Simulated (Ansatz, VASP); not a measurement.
One calculation of Cd, two programs

```
CELL_PARAMETERS angstrom
3.01485 0.00000 0.00000
-1.50742 2.61094 0.00000
0.00000 0.00000 5.82764
ATOMIC_POSITIONS crystal
Cd 0.33333 0.66667 0.25000
Cd 0.66667 0.33333 0.75000
```

Alike in both runs: functional PBE; k mesh 18 × 18 × 8; occupations gaussian, width 0.1 eV; no spin polarisation.

Ansatz relaxed the structure, and its values are those at the end. VASP's run is a single point on that final structure, the one shown.

|  | VASP | Ansatz |
| --- | --- | --- |
| version | VASP 6.6.1 | Ansatz 0.2.0 |
| potentials or method | VASP PAW PBE potentials, release 64 (Cd) | scalar-relativistic, plane waves, PAW |
| plane-wave cutoff (eV) | 520 | 420 |
| valence electrons in the cell | 24 | 40 |

VASP gave:

```
gap on the k mesh at the Fermi level (eV) : none
pressure (GPa)                            : 0.3
```

Task: What did Ansatz give for the same quantities?

Result: gap on the k mesh at the Fermi level (eV): none; pressure (GPa): 0.0.

A gap of «none» marks a metal or a gap that the smearing closes. With one functional, cell and mesh, what is left measures potentials, basis and numerics. The two sets of potentials don't hold the same shells in valence.
